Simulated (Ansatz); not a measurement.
InSb: elastic constants from stress and strain

```
CELL_PARAMETERS angstrom
0.00000 3.23910 3.23910
3.23910 0.00000 3.23910
3.23910 3.23910 0.00000
ATOMIC_POSITIONS crystal
In 0.00000 0.00000 0.00000
Sb 0.75000 0.75000 0.75000
```

Atom numbers follow the list: In1, Sb2.

The cell is COD entry 9008853, as deposited and not checked against the literature; nothing was relaxed.

Spin–orbit coupling is left out, though it moves levels of the heavy atoms by tenths of an eV or more.

These are results of DFT, PBE, all-electron LAPW, scalar-relativistic in Ansatz 0.2.0, not measurements.

The runs use a Γ-centred 9×9×9 k mesh, Fermi–Dirac smearing of 0.05 eV, basis error target 0.25 meV/atom, no spin polarisation.

The unstrained cell is at 3.16 GPa. Large strains and very small stresses are left out. Each strain is applied once, with fractional coordinates held (clamped ions), and σ below is the change of stress, positive in tension. One finite strain gives stress–strain coefficients at this pressure with an error of the order of the strain times third-order constants, a few per cent for each per cent of strain. In a metal the k mesh adds noise of tens of per cent to soft shears.

Q: Estimate the stiffness probed by this change, and the stress that it gives: z strained by +2 % at fixed volume.

A: σzz − σxx = 0.81 GPa and εzz − εxx = 0.0299, so C11 − C12 = (σzz − σxx)/(εzz − εxx) = 27 GPa.

Q: Estimate the stiffness probed by this change, and the stress that it gives: x and y strained by +1 %, z held.

A: σxx = 1.06 GPa, σzz = 0.81 GPa and εxx = εyy = 0.0100, so C12 = σzz/(2εxx) = 41 GPa and C11 + C12 = σxx/εxx = 106 GPa.

Q: What do those two numbers (x and y strained by +1 %, z held) give for C11, and is the cell stable to tetragonal shear?

A: C11 = 106 − 41 = 65 GPa and C11 − C12 = 24 GPa: positive, so stable to it.
